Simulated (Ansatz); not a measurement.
**GaP: convergence and cost**

One table from this session's results is given with a row withheld; the runs are named, their logs left out.

Computed with Ansatz 0.2.0 (DFT PBE, scalar-relativistic, plane waves, PAW for the base; runs at other levels say so in their headings and inputs, unless a step's input says otherwise).

1 further run of the same task is left out (set aside as unsound or not needed).

## The structure to begin with

The structure is trigonal, space group R-3m (No. 166). The conventional cell has a = 3.886 Å, b = 3.886 Å, c = 19.292 Å, α = 90.00°, β = 90.00°, γ = 120.00°. Ga (site symmetry 3m) is surrounded by 3 P at 2.40 Å and 1 Ga at 2.49 Å. P (site symmetry 3m) has 1 P at 2.21 Å and 3 Ga at 2.40 Å as nearest neighbours.

Structure file:

```
CELL_PARAMETERS angstrom
1.94302 1.12180 6.43081
-1.94302 1.12180 6.43081
0.00000 -2.24360 6.43081
ATOMIC_POSITIONS crystal
Ga 0.43537 0.43537 0.43537
Ga 0.56463 0.56463 0.56463
P 0.05739 0.05739 0.05739
P 0.94261 0.94261 0.94261
```

Source of the structure: the Materials Project (structure only). It is taken as it stands there.

## The base input

Contents of input.yaml:

```yaml
crystal:
  lattice:
    - [1.9430151755, 1.1218003346, 6.4308101003]
    - [-1.9430151755, 1.1218003346, 6.4308101003]
    - [0.0, -2.2436006692, 6.4308101003]
  atoms:
    - { symbol: Ga, position: [0.435372, 0.435372, 0.435372] }
    - { symbol: Ga, position: [0.564628, 0.564628, 0.564628] }
    - { symbol: P, position: [0.057389, 0.057389, 0.057389] }
    - { symbol: P, position: [0.942611, 0.942611, 0.942611] }
basis:
  ecutwfc: 420
kpoints:
  mp_grid: { grid: [12, 12, 12] }
hamiltonian:
  xc: pbe
scf:
  occupations: { method: gaussian, width: 0.02 }
output:
  forces: true
  stress: true
  eigenvalues: true
  populations: true
  write_density: true
  write_potential: true
  elf: true
  volumetric_format: npy
```

It was run beforehand and gave: -2269.6490 eV/atom at zero smearing, pressure 0.04 GPa, largest force 0.055 eV/Å, gap on the mesh 0.83 eV, in 7 SCF cycles and 32 s.

Set-up of the first run:

Contents of input.yaml:

```yaml
crystal:
  lattice:
    - [1.9430151755, 1.1218003346, 6.4308101003]
    - [-1.9430151755, 1.1218003346, 6.4308101003]
    - [0.0, -2.2436006692, 6.4308101003]
  atoms:
    - { symbol: Ga, position: [0.435372, 0.435372, 0.435372] }
    - { symbol: Ga, position: [0.564628, 0.564628, 0.564628] }
    - { symbol: P, position: [0.057389, 0.057389, 0.057389] }
    - { symbol: P, position: [0.942611, 0.942611, 0.942611] }
basis:
  ecutwfc: 420
kpoints:
  mp_grid: { grid: [12, 12, 12] }
hamiltonian:
  xc: lda
scf:
  occupations: { method: gaussian, width: 0.02 }
output:
  forces: true
  stress: true
  eigenvalues: true
relax:
  adjacent_minimum: "off"
  f_tol: 0.01
  max_steps: 60
  cell: { stress_tol: 0.05 }
```

The run is started by

```console
$ ansatz run input.yaml --threads 1 --pin off --max-ram 2560MiB --backend cpu --events-out ev --progress --plain --runs-dir out
```

Among the steps run: Relaxing with functional LDA; Relaxing with functional PBEsol; Relaxing with functional PBE; Relaxation, functional: r2SCAN.

One table of the session follows, with a row left open; its other results are not shown here.

```
functional  a (Å)   c (Å)  volume (Å³/atom)  gap on the mesh (eV)
       LDA  3.795  18.894             19.64                  0.65
    PBEsol  3.829  19.075             20.19                  0.68
       PBE      ?       ?                 ?                     ?
    r2SCAN  3.841  19.119             20.36                  1.02
```

**Question.** Estimate the row for PBE.

The run gave: a (Å): 3.885; c (Å): 19.305; volume (Å³/atom): 21.02; gap on the mesh (eV): 0.80. In the column «a (Å)» it is the highest.
